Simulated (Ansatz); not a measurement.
Zn:

```
Zn
1.0
     2.67000    0.00000    0.00000
    -1.33500    2.31229    0.00000
     0.00000    0.00000    4.96600
Zn
2
Direct
  0.66667 0.33333 0.75000
  0.33333 0.66667 0.25000
```

Base run:

```yaml
Program: Ansatz 0.2.0
Functional: PBEsol
Potentials_or_basis: all-electron LAPW, scalar-relativistic
Cutoff: 264 eV (chosen from the basis error)
Basis_error_allowed: 0.001 eV/atom
k_mesh: 11 × 11 × 6
Occupations: fermi-dirac, width 0.05 eV
Spin: no spin polarisation
```

Its results: pressure -5.6 GPa.

Q: The run is repeated on the same cell with these changes: functional from PBEsol to PBE. What comes out?

A: Pressure -0.7 GPa.

PBE binds less tightly than PBEsol, so the same cell stands under more pressure.
